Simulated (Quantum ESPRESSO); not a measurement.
Crystal: RbBr.

```
Rb Br
1.0
     0.00000    3.42700    3.42700
     3.42700    0.00000    3.42700
     3.42700    3.42700    0.00000
Rb Br
1 1
Direct
  0.00000 0.00000 0.00000
  0.50000 0.50000 0.50000
```

Base run:

```yaml
Program: Quantum ESPRESSO 7.5
Functional: PBE
Potentials_or_basis: PseudoDojo 0.4.1 SR PBE standard
Cutoff: 626 eV
Density_cutoff: 2503 eV
k_mesh: 6 × 6 × 6, shifted
Occupations: fermi-dirac, width 0.05 eV
Spin: no spin polarisation
```

Its results: pressure 1.0 GPa; electronic dielectric tensor (diagonal) 2.55.

Task: The run is repeated on the same cell with these changes: functional from PBE to WC. What comes out?

Result: Pressure 0.1 GPa; electronic dielectric tensor (diagonal) 2.58.

WC binds more tightly than PBE, so the same cell stands under less pressure.

Caveats: the potentials were made for another functional, which shifts forces and pressure (some runs).
